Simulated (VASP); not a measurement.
Here is a VASP 6.6.1 calculation.

The input INCAR:

```
PREC = Accurate
ENCUT = 520
EDIFF = 1E-6
ISMEAR = 0
SIGMA = 0.15
LREAL = False
LASPH = True
NELM = 150
ALGO = Normal
ISIF = 2
LWAVE = False
LCHARG = False
ISPIN = 2
MAGMOM = 1
LORBIT = 11
NUPDOWN = 1.0
LMAXMIX = 4
GGA = CA
NBANDS = 16
```

The input KPOINTS:

```
regular mesh
0
Gamma
  13 13 13
```

File POSCAR:

```
Cu
1.0
   -0.0261700000      1.8245110000      1.7942200000
    1.7539100000      0.0087630000      1.7592870000
    1.8083820000      1.8440500000     -0.0457090000
Cu
1
Direct
   -0.0001520000     -0.0000970000      0.0019400000
```

Potentials or basis: VASP PAW LDA potentials, release 64 (Cu).

Launch:

```console
$ cat potpaw_LDA.64/Cu/POTCAR > POTCAR
$ mpirun -np 1 vasp_std > vasp.out
```

Task: What does it give for the pressure?

Result: 1.6 GPa.

Stress tensor (GPa, compression positive):
```
 2.62 -0.75  1.44
-0.75 -0.08  0.42
 1.44  0.42  2.31
```

Caveat: the total moment is fixed, so each spin has its own Fermi level.
